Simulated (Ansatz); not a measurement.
# Sc2NOF MXene bilayer (AA) in a perpendicular field, part 3 of 3

Wanted: the out-of-plane response of the Sc2NOF MXene bilayer (AA). A positive field points along +c.

Ansatz 0.2.0; plane-wave DFT, LDA, Ansatz PAW (set soft_1); PAW set soft_1 (the session's first sound run).

So far. Step 8 (Single point, field -0.25 V/Å): The dipole is -0.214 e·Å, -0.116 e·Å from its value without field, and the gap 3.246 eV.

### Step 9. Response, atoms held

This step: plane-wave DFT, LDA, Ansatz PAW (set soft_1); response to a field along the normal, atoms held; PAW set soft_1 (Ansatz 0.2.0).

The dipoles give the slope, and the difference of two potentials shows where the field is screened.

This step gave:

* equivalent conductor thickness p/(ε₀AE): 9.509 Å
* distance between the outer atoms: 10.65 Å

The dipole of the cell by applied field:

| applied field (V/Å) | dipole of the cell (e·Å) |
| --- | --- |
| -0.250 | -0.214 |
| -0.030 | -0.111 |
| 0.000 | -0.0973 |
| 0.030 | -0.0833 |
| 0.150 | -0.0275 |
| 0.250 | 0.0191 |

Local field over the applied field, running mean. From the potentials at -0.03 and 0.03 V/Å; running mean over 2.5 Å. Table of local field over applied field by z:

z (Å), local field over applied field and a bar from the least value:
```
        5       1.00 ##############################
        6       1.00 ##############################
        7       0.95 ############################
        8       0.74 #####################
        9       0.47 ############
       10       0.23 ###
       11       0.15 
       12       0.14 
       13       0.23 ###
       14       0.33 #######
       15       0.38 ########
       16       0.26 ####
       17       0.15 #
       18       0.14 
       19       0.21 ##
       20       0.42 ##########
       21       0.74 #####################
       22       0.95 ############################
       23       1.00 ##############################
       24       1.00 ##############################
```

The induced electron density oscillates, so the rows of the table below give means over windows of 0.5 Å about each position, cut where the curve ends. Its maxima inside the range that stand out by 2 % of the span (Å: e/Å³ per V/Å): 8.36: 0.00312, 9.10: 0.00157, 10.15: 0.00168, 11.19: 1.8e-4, 12.53: 0.00142, 13.58: -1.0e-3, 14.77: 8.8e-4, 15.37: 0.00123, 16.26: 0.00167, 17.46: 1.9e-4, 18.80: 0.0015, 19.70: -0.00130. Its minima: 8.80: 0.00108, 9.55: 3.6e-4, 10.89: -1.6e-4, 11.79: -0.00152, 13.28: -0.00197, 14.03: -0.00172, 15.07: 9.0e-5, 15.67: 5.1e-4, 17.16: -2.4e-4, 18.06: -0.00154, 19.55: -0.0017, 20.29: -0.00351.

Electrons, planar mean, per unit field. The induced electron density by z; means over each step:

| z (Å) | induced electron density (e/Å³ per V/Å) |
| --- | --- |
| 4.5 | 2.7e-7 |
| 5.0 | 1.0e-6 |
| 5.5 | 4.1e-6 |
| 6.0 | 1.6e-5 |
| 6.5 | 6.5e-5 |
| 7.0 | 2.4e-4 |
| 7.5 | 8.1e-4 |
| 8.0 | 0.00214 |
| 8.5 | 0.00256 |
| 9.0 | 0.00131 |
| 9.5 | 6.7e-4 |
| 10.0 | 0.00146 |
| 10.5 | 8.3e-4 |
| 11.0 | -1.2e-5 |
| 11.5 | -6.7e-4 |
| 12.0 | -8.9e-4 |
| 12.5 | 0.00104 |
| 13.0 | -6.3e-4 |
| 13.5 | -0.00137 |
| 14.0 | -0.00147 |
| 14.5 | 1.0e-4 |
| 15.0 | 4.8e-4 |
| 15.5 | 8.6e-4 |
| 16.0 | 0.00106 |
| 16.5 | 0.00131 |
| 17.0 | 1.8e-4 |
| 17.5 | -1.2e-4 |
| 18.0 | -0.00126 |
| 18.5 | 2.6e-4 |
| 19.0 | 7.3e-4 |
| 19.5 | -0.00143 |
| 20.0 | -0.00223 |
| 20.5 | -0.00321 |
| 21.0 | -0.00181 |
| 21.5 | -7.0e-4 |
| 22.0 | -2.3e-4 |
| 22.5 | -6.4e-5 |
| 23.0 | -1.7e-5 |
| 23.5 | -4.4e-6 |
| 24.0 | -1.1e-6 |

The smaller of the gaps on the path and on the k-mesh, counted as 0 under 0.03 eV; in a wide-gap layer a fall can come from a state in the tilted vacuum. Table of gap by applied field:

| applied field (V/Å) | gap (eV) |
| --- | --- |
| -0.250 | 3.25 |
| -0.030 | 2.91 |
| 0.000 | 2.86 |
| 0.030 | 2.82 |
| 0.150 | 2.62 |
| 0.250 | 2.46 |

By hand: between -0.03 and 0.03 V/Å the dipole changes by 0.02794 e·Å, a slope of 0.4657 e·Å²/V. A perfect conductor of thickness t has p = ε₀AEt, so t = 180.95 × 0.4657 / 8.862 = 9.51 Å (e/ε₀ = 180.95 V·Å, A in Å²).

The induced dipole is that of a conductor 9.51 Å thick.

### Step 10. The same run with other settings

This step: plane-wave DFT, LDA, Ansatz PAW (set soft_1) (Ansatz 0.2.0).

A run with a changed input: it repeats the earlier run at 0.03 V/Å with scf.occupations.width from 0.02585 removed and scf.occupations.method from fermi_dirac to tetrahedron_uncorrected.

File input.yaml:

```yaml
crystal:
  lattice:
    - [3.1988586009, 0.0, 0.0]
    - [-1.5994293004, 2.7702928115, 0.0]
    - [0.0, 0.0, 28.6500947702]
  atoms:
    - { symbol: F, position: [0.3333333333, 0.6666666667, 0.3141350865] }
    - { symbol: Sc, position: [0.6666666667, 0.3333333333, 0.3536885504] }
    - { symbol: "N", position: [0.0, 0.0, 0.3894477062] }
    - { symbol: Sc, position: [0.3333333333, 0.6666666667, 0.4436883402] }
    - { symbol: O, position: [0.6666666667, 0.3333333333, 0.4674960793] }
    - { symbol: F, position: [0.3333333333, 0.6666666667, 0.5328069397] }
    - { symbol: Sc, position: [0.6666666667, 0.3333333333, 0.571274302] }
    - { symbol: "N", position: [0.0, 0.0, 0.6070901487] }
    - { symbol: Sc, position: [0.3333333333, 0.6666666667, 0.6612248427] }
    - { symbol: O, position: [0.6666666667, 0.3333333333, 0.6858649135] }
kpoints:
  mp_grid: { grid: [18, 18, 1] }
  band_path:
    path: [[0, 0, 0], [0.5, 0, 0], [0.33333333, 0.33333333, 0], [0, 0, 0]]
    npoints: 16
hamiltonian:
  xc: lda
  pseudopotentials: { kind: paw, azcp: { folder: soft_1 }, xc_functional: pbe }
scf:
  occupations: { method: tetrahedron_uncorrected }
  convergence: { dr2_threshold: 1.0e-10 }
efield:
  axis: 3
  dipole_correction: true
  ramp_position: 0.9476
  ramp_width: 0.1047
  amplitude: 0.03
output:
  write_potential: true
  write_density: true
  volumetric_format: npy
```

On the command line:

```sh
$ ansatz run input.yaml --threads 4 --pin off --max-ram 6144MiB --backend cpu --events-out ev --progress --plain --runs-dir out
```

Numbers of over 12 decimals in the logs are rounded to 6 here.

Log:

```text
[...]
Crystal: 10 atoms, lattice volume = 253.891 Å³
Basis set: ecut = 420 eV, 5051 PW (Γ)
Bands: 50, of which v1, the nominal top of the filled ones, is band 40 counted from 1 (39 counted from 0)
Symmetry: 6 space group operations
[...]
k-points: 37 of 324 (time reversal used)
[...]
SCF iter   1: F=—  HF=-11832.710792 eV  |F-HF|=—  |Δ(HF+E_count)|=         —  Δρ=1.15e-1  dr2=4.23e1  ethr=3.10e-3  p=0.019 e·Å  D=1.33e-2 V/Å  ΔV_dip=-0.38 eV  dr2_dipole=5.04e-1  V_vac-E_F(+/−)=13.72/13.35 eV  ⟨swp⟩=7.2  Hψ=8474  notcnv=0
[...]
SCF iter  25: F=-11821.308273 eV  HF=-11821.308273 eV  |F-HF|=4.91e-11  |Δ(HF+E_count)|=  5.46e-12  Δρ=2.46e-8  dr2=1.55e-12  ethr=1.00e-12  p=-0.083 e·Å  D=-5.94e-2 V/Å  ΔV_dip=1.70 eV  dr2_dipole=6.13e-13  V_vac-E_F(+/−)=8.04/5.59 eV  ⟨swp⟩=1.0  Hψ=3733  notcnv=0
SCF 1 converged in 25 iterations: F = -11821.308273 eV  dr2 = 1.55e-12
[...]
SCF converged after 25 iterations
Stability not checked: this state was not tested for a lower state beside it, because the mixer in use, unlike msr1, does not test its closes by its own steps (another_mixer; see scf.mixing.algorithm and scf.lower_state_search)
an eigenvalue changed by more than its tolerance at an iteration that met the thresholds in force, so the SCF went on 2 times: the last check found none over its tolerance
Free energy (F): -11821.308273 eV
[...]
Internal energy: -11821.308273 eV  (E = F + TS)
E sigma→0 (E₀):  -11821.308273 eV
Fermi energy:    0.325706 eV
Dipole field:    D = -0.059392 V/Å  (p = -0.083333 e·Å, saw-weighted, corrected)
Work function:   not extracted (applied field tilts the vacuum); planar V_es + V_field profile in the machine report
[...]
--- Band table (eV; the first three rows and the last of 37) ---
  k-point 0: bands = [... 36 lower, -0.5378, -0.0376, 0.3162, 0.3162, 3.7106, 3.7106, 4.0141, 4.5330, ... 6 higher]
  k-point 1: bands = [... 36 lower, -0.5599, -0.0821, 0.2938, 0.3083, 3.6505, 3.7489, 4.0939, 4.4911, ... 6 higher]
  k-point 2: bands = [... 36 lower, -0.6099, -0.2082, 0.2333, 0.3040, 3.5435, 3.8577, 4.2147, 4.4061, ... 6 higher]
  k-point 36: bands = [... 36 lower, -0.7255, -0.6387, -0.5865, 0.2802, 3.8607, 3.9641, 4.3813, 4.7281, ... 6 higher]
```

It took 41 s on 4 threads of Arm Neoverse V2, shared host; peak memory 0.84 GiB; 2.7 min of CPU time.

Numbers from this step:

| Item | Value |
| --- | --- |
| gap on the k-mesh | 2.816 eV |
| dipole along the normal | -0.08333 e·Å |
| gap along the path | 2.816 eV |
| smallest direct gap along the path | 3.031 eV |
| gap, the smaller of path and mesh | 2.816 eV |

The electronic bands at the labelled points (eV, zero at the Fermi level):

| point | band 37 | band 38 | band 39 | band 40 | band 41 | band 42 | band 43 | band 44 |
| --- | --- | --- | --- | --- | --- | --- | --- | --- |
| Γ | -0.86 | -0.36 | -0.01 | -0.01 | 3.38 | 3.38 | 3.69 | 4.21 |
| halfway | -1.01 | -0.89 | -0.30 | -0.06 | 2.98 | 3.82 | 3.92 | 4.02 |
| M | -1.27 | -0.98 | -0.44 | -0.41 | 2.82 | 3.70 | 4.52 | 4.83 |
| halfway | -1.29 | -1.05 | -0.59 | -0.15 | 3.04 | 3.92 | 4.14 | 4.48 |
| K | -1.05 | -0.96 | -0.91 | -0.05 | 3.54 | 3.64 | 4.06 | 4.40 |
| halfway | -1.12 | -0.93 | -0.36 | -0.06 | 3.22 | 3.48 | 4.05 | 4.28 |
| Γ | -0.86 | -0.36 | -0.01 | -0.01 | 3.38 | 3.38 | 3.69 | 4.21 |

| quantity | this run | earlier run | difference |
| --- | --- | --- | --- |
| dipole along the normal (e·Å) | -0.08333 | -0.08333 | -1.2e-7 |
| gap along the path (eV) | 2.816 | 2.816 | 5.0e-6 |
| smallest direct gap along the path (eV) | 3.031 | 3.031 | 5.0e-6 |
| gap on the k-mesh (eV) | 2.816 | 2.816 | 5.2e-6 |

Nothing in the table moves by 0.01 in its unit (for the dipole 0.5 % and 5e-5 e·Å). The run took 25 SCF cycles against 20.

The path shows an indirect gap of 2.82 eV (valence top between K and Γ, conduction bottom at M). The least direct gap is 3.03 eV.

### Step 11. Varying the input: efield.ramp_width = 0.06

Another changed input: it repeats the earlier run at 0.03 V/Å with efield.ramp_width from 0.1047 to 0.06.

Edit input.yaml of step 10 so:

```diff
@@ -25,3 +25,3 @@
 scf:
-  occupations: { method: tetrahedron_uncorrected }
+  occupations: { method: fermi_dirac, width: 0.02585 }
   convergence: { dr2_threshold: 1.0e-10 }
@@ -31,3 +31,3 @@
   ramp_position: 0.9476
-  ramp_width: 0.1047
+  ramp_width: 0.06
   amplitude: 0.03
```

Log:

```text
[...]
Crystal: 10 atoms, lattice volume = 253.891 Å³
Basis set: ecut = 420 eV, 5051 PW (Γ)
Bands: 50, of which v1, the nominal top of the filled ones, is band 40 counted from 1 (39 counted from 0)
Symmetry: 6 space group operations
[...]
k-points: 37 of 324 (time reversal used)
[...]
SCF iter   1: F=—  HF=-11832.709402 eV  |F-HF|=—  |Δ(HF+E_count)|=         —  Δρ=1.15e-1  dr2=4.23e1  ethr=3.10e-3  p=0.019 e·Å  D=1.33e-2 V/Å  ΔV_dip=-0.38 eV  dr2_dipole=5.04e-1  V_vac-E_F(+/−)=10.66/10.26 eV  ⟨swp⟩=7.3  Hψ=8528  notcnv=0
[...]
SCF iter  20: F=-11821.308273 eV  HF=-11821.308273 eV  |F-HF|=1.82e-12  |Δ(HF+E_count)|=  1.27e-11  Δρ=1.65e-7  dr2=4.84e-11  ethr=1.00e-12  p=-0.083 e·Å  D=-5.94e-2 V/Å  ΔV_dip=1.70 eV  dr2_dipole=1.45e-12  V_vac-E_F(+/−)=6.62/4.13 eV  ⟨swp⟩=19.4  Hψ=7519  notcnv=0
SCF 1 converged in 20 iterations: F = -11821.308273 eV  dr2 = 4.84e-11
[...]
SCF converged after 20 iterations
Free energy (F): -11821.308273 eV
[...]
Internal energy: -11821.308273 eV  (E = F + TS)
E sigma→0 (E₀):  -11821.308273 eV
Fermi energy:    1.803616 eV
Dipole field:    D = -0.059389 V/Å  (p = -0.083329 e·Å, saw-weighted, corrected)
Work function:   not extracted (applied field tilts the vacuum); planar V_es + V_field profile in the machine report
[...]
--- Band table (eV; the first three rows and the last of 37) ---
  k-point 0: bands = [... 36 lower, -0.4805, 0.0197, 0.3734, 0.3734, 3.7678, 3.7678, 4.0713, 4.5902, ... 6 higher]
  k-point 1: bands = [... 36 lower, -0.5026, -0.0249, 0.3511, 0.3655, 3.7077, 3.8061, 4.1511, 4.5483, ... 6 higher]
  k-point 2: bands = [... 36 lower, -0.5526, -0.1510, 0.2905, 0.3612, 3.6008, 3.9150, 4.2719, 4.4633, ... 6 higher]
  k-point 36: bands = [... 36 lower, -0.6683, -0.5814, -0.5293, 0.3374, 3.9179, 4.0214, 4.4385, 4.7854, ... 6 higher]
```

Wall time 30 s (4 threads); peak memory 0.85 GiB.

The electronic bands at the labelled points (eV, zero at the Fermi level of the run, which the smearing sets inside the gap):

| point | band 37 | band 38 | band 39 | band 40 | band 41 | band 42 | band 43 | band 44 |
| --- | --- | --- | --- | --- | --- | --- | --- | --- |
| Γ | -2.28 | -1.78 | -1.43 | -1.43 | 1.96 | 1.96 | 2.27 | 2.79 |
| halfway | -2.43 | -2.32 | -1.72 | -1.48 | 1.56 | 2.40 | 2.50 | 2.60 |
| M | -2.69 | -2.40 | -1.86 | -1.83 | 1.40 | 2.28 | 3.10 | 3.40 |
| halfway | -2.71 | -2.47 | -2.01 | -1.57 | 1.62 | 2.50 | 2.72 | 3.06 |
| K | -2.47 | -2.38 | -2.33 | -1.47 | 2.11 | 2.22 | 2.63 | 2.98 |
| halfway | -2.54 | -2.35 | -1.78 | -1.48 | 1.80 | 2.06 | 2.63 | 2.86 |
| Γ | -2.28 | -1.78 | -1.43 | -1.43 | 1.96 | 1.96 | 2.27 | 2.79 |

| quantity | this run | earlier run | difference |
| --- | --- | --- | --- |
| dipole along the normal (e·Å) | -0.08333 | -0.08333 | 3.8e-6 |
| gap along the path (eV) | 2.816 | 2.816 | 6.0e-6 |
| smallest direct gap along the path (eV) | 3.031 | 3.031 | 6.0e-6 |
| gap on the k-mesh (eV) | 2.816 | 2.816 | 6.1e-6 |

Nothing in the table moves by 0.01 in its unit (for the dipole 0.5 % and 5e-5 e·Å).

### Step 12. Summary of results

| Quantity | Value |
| --- | --- |
| gap without field | 2.86 eV |
| ionisation energy, upper face | 7.85 eV |
| electron affinity, upper face | 4.99 eV |
| step between the vacuum levels | 1.99 eV |
| equivalent conductor thickness, atoms held | 9.51 Å |

What this shows: The induced dipole equals that of a perfect conductor 9.51 Å thick, while the outer atoms lie 10.65 Å apart; an out-of-plane ε follows only once a thickness t is chosen, by 1 − 1/ε = 9.51 Å / t. The two faces differ: the vacuum level above lies 1.99 eV higher than the one below. The gap goes from 2.86 eV to 3.25 eV at -0.25 V/Å. With the field reversed the gap is 2.46 eV at 0.25 V/Å. Semilocal functionals give gaps that are too small, and excitons are not included. The MXene's terminations sit over the metal atoms of its far layer; the site over carbon or nitrogen, which some compounds prefer, was not run. After relaxation neighbouring layers come as close as 1.9 Å along the normal, so they are bonded in part and no longer a van der Waals stack.

[Logs are printed without paths, hosts, clocks, repeated set-up lines and the standing remarks that a program may print on its own settings, such as how far it seeks lower states.]

[Hosts, paths, dates, database ids (printed as entryN), source tags and the programs' standing remarks are cut or masked in the printed files.]

[Maps of the electrostatic potential energy from Ansatz leave out the sawtooth potential of an applied field or a dipole correction, so their vacuum need not be flat; planar profiles and work functions include it.]
